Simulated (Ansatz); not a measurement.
Input and output of a one-shot G0W0 calculation on rocksalt BaO (the plane-wave code Ansatz, G0W0@PBE with 69 empty bands, a screening cutoff of 80 eV and a 4×4×4 mesh). The cell was relaxed beforehand with r2SCAN.

Input (YAML):
```yaml
crystal:
  lattice:
    - [0.0, 2.7719426821, 2.7719426821]
    - [2.7719426821, 0.0, 2.7719426821]
    - [2.7719426821, 2.7719426821, 0.0]
  atoms:
    - { symbol: Ba, position: [0.0, 0.0, 0.0] }
    - { symbol: O, position: [0.5, 0.5, 0.5] }
kpoints:
  mp_grid: { grid: [4, 4, 4] }
hamiltonian:
  xc: pbe
scf:
  occupations: { method: fixed }
gw:
  n_empty_bands: 69
  ecut_chi: 80
  qp_bands: [v2, c2]
  qp_kpoints: band_edges
  screening: { model: contour_deformation }
```

Run as `ansatz run input.yaml --threads 2 --pin off --max-ram 3686MiB --backend cpu --events-out ev --progress --plain --runs-dir out`. It took 3.4 s on 2 threads of Arm Neoverse V1, on a shared host; peak host memory 0.28 GiB.

Main lines of the log:
```
Functional definition: PBE
Crystal: 2 atoms, lattice volume = 42.597 Å³
Basis set: ecut = 420 eV, 869 PW (Γ)
Bands: 12, of which v1, the nominal top of the filled ones, is band 8 counted from 1 (7 counted from 0)
Symmetry: 48 space group operations
Space group: Fm-3m (ITA 225)
k-points: 8 of 64
Free energy (F): -6519.541423 eV
Fermi energy:    8.556347 eV
--- Band table (eV; the first three rows and the last of 8) ---
  k-point 0: bands = […, -1.7867, -1.7867, -1.7867, 8.1125, 8.1125, 8.1125, 12.1385, 13.2982, 13.2982, 13.2982]
  k-point 1: bands = […, -1.9125, -1.8473, -1.8473, 7.2279, 7.5552, 7.5552, 12.9419, 14.2756, 14.2756, 14.3186]
  k-point 2: bands = […, -2.0231, -1.9056, -1.9056, 6.5897, 7.0943, 7.0943, 13.5136, 15.7507, 15.7507, 15.9296]
  k-point 7: bands = […, -2.8410, -2.8410, -1.8626, 7.2155, 8.3414, 8.3414, 13.0870, 13.0870, 15.4305, 17.8433]
--- G₀W₀: contour deformation, 6 samples at zero and on the imaginary axis and 2 off it, 64 q-points, 69 empty bands' worth ---
    ik  band        ε_KS         Σx   Σc(E_QP)       V_xc       Z   E_QP_lin       E_QP  E_QP is
     0     7      8.1125   -24.3570     4.6534   -19.2398  0.7275     7.6441     7.6487  root
     0     8      8.1125   -24.3570     4.6534   -19.2398  0.7275     7.6441     7.6487  root
     0     9     12.1385    -6.5163    -3.8307   -10.8462  0.8236    12.6411    12.6377  root
     0    10     13.2982    -6.1884    -4.1777   -11.1986  0.8093    14.1393    14.1305  root
     3     7      8.1487   -24.2851     4.5760   -19.2335  0.7303     7.6683     7.6730  root
     3     8      8.1487   -24.2851     4.5760   -19.2335  0.7303     7.6683     7.6730  root
     3     9     11.5507    -5.4305    -3.9379    -9.9917  0.8214    12.1798    12.1740  root
     3    10     13.8006    -6.9489    -4.0671   -11.6935  0.8105    14.4847    14.4781  root
     5     7      7.2106   -23.1241     4.7609   -17.7648  0.7158     6.6024     6.6122  root
     5     8      8.1469   -23.9569     4.4239   -19.0294  0.7349     7.6380     7.6433  root
     5     9     13.1981    -6.9719    -4.0786   -11.9002  0.7981    14.0604    14.0479  root
     5    10     14.2726    -8.3860    -4.0783   -13.3801  0.7837    15.2139    15.1884  root
     6     7      8.3389   -24.6662     4.5431   -19.6787  0.7325     7.8906     7.8946  root
     6     8      8.5563   -24.9185     4.4113   -20.0626  0.7387     8.1080     8.1118  root
     6     9     10.6020    -5.2782    -3.7614    -9.5575  0.8257    11.1234    11.1199  root
     6    10     14.5632    -8.3027    -4.1306   -13.4288  0.8106    15.5764    15.5586  root
     7     7      8.3414   -24.3589     4.3948   -19.4874  0.7373     7.8600     7.8646  root
     7     8      8.3414   -24.3589     4.3948   -19.4874  0.7373     7.8600     7.8646  root
     7     9     13.0870    -6.6885    -4.0974   -11.6084  0.8029    13.9224    13.9095  root
     7    10     13.0870    -6.6885    -4.0974   -11.6084  0.8029    13.9224    13.9095  root
```

The rows of the band table are 0: (0, 0, 0) = Γ, 1: (0, 0, 1/4), 2: (0, 0, -1/2), 7: (1/4, -1/2, -1/4).

The points are ik 0 = (0, 0, 0) (Γ), ik 3 = (0, 1/4, 1/4), ik 5 = (0, 1/4, -1/4), ik 6 = (0, -1/2, -1/2), ik 7 = (1/4, -1/2, -1/4); band 8 is the last filled one.

The quasiparticle gap on this mesh is 3.01 eV (direct at k = (0, -1/2, -1/2)), against 2.05 eV from PBE: +0.96 eV. Renormalisation factors Z lie between 0.72 and 0.83. The G0W0 figures hold for the stated bands, cutoff and mesh and aren't extrapolated.

The values are computed, spin-unpolarised, and not measurements.

The runs are scalar-relativistic, without spin-orbit coupling.
